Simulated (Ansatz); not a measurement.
# Structure relaxation of SrTiO3

These are results of DFT PBE, scalar-relativistic, plane waves, PAW (Ansatz), not measurements. Cutoff 420 eV, Γ-centred k mesh, Gaussian smearing, no spin polarisation in the final step.

The start is a database structure of SrTiO3, space group Pm-3m (No. 221).

```xyz
5
Lattice="3.9127 0.0000 0.0000 0.0000 3.9127 0.0000 0.0000 0.0000 3.9127" Properties=species:S:1:pos:R:3 pbc="T T T"
Sr    0.0000    0.0000    0.0000
Ti    1.9564    1.9564    1.9564
O     1.9564    0.0000    1.9564
O     1.9564    1.9564    0.0000
O     0.0000    1.9564    1.9564
```

Steps on the 8×8×8 mesh (5 atoms). 4 of 6 steps are shown, and the free energy counts from the last. Trial steps that were taken back and renewals of the plane-wave basis can be among the rows.

```
step  ΔF (meV/atom) V (Å³/atom) P (GPa)
   1            2.2        11.98     3.22
   2            0.8        12.18     0.23
   4            0.0        12.19     0.12
   6            0.0        12.20     0.01
```

A final relaxation ran on a 8×8×8 mesh. The relaxed crystal, Pm-3m (No. 221):

Space group Pm-3m (No. 221). a = 3.936 Å, b = 3.936 Å, c = 3.936 Å, α = 90.00°, β = 90.00°, γ = 90.00°
| atom | site | symmetry | x | y | z |
| --- | --- | --- | --- | --- | --- |
| Sr | 1a | m-3m | 0.0000 | 0.0000 | 0.0000 |
| Ti | 1b | m-3m | 0.5000 | 0.5000 | 0.5000 |
| O | 3c | 4/mm.m | 0.5000 | 0.0000 | 0.5000 |

```json
{
  "Volume per atom": "12.20 Å³",
  "Density": "5.00 g/cm³",
  "Energy over the elements": "-3.139 eV/atom",
  "Gap on the 8×8×8 mesh": "1.84 eV"
}
```

The zero of energy is the elements' standard structures at the same level (O₂ as a molecule); no fitted shifts are applied.

The final run used a 8×8×8 mesh on its 5-atom cell and 0.02 eV smearing.

Symmetry constrained the relaxation, so the result can be a saddle point.

Symmetry holds off the tilts and polar distortions that many cubic perovskites undergo.

Cost: 2 runs of about 0.48 core-minutes in all, on Arm Neoverse V1 (shared hosts).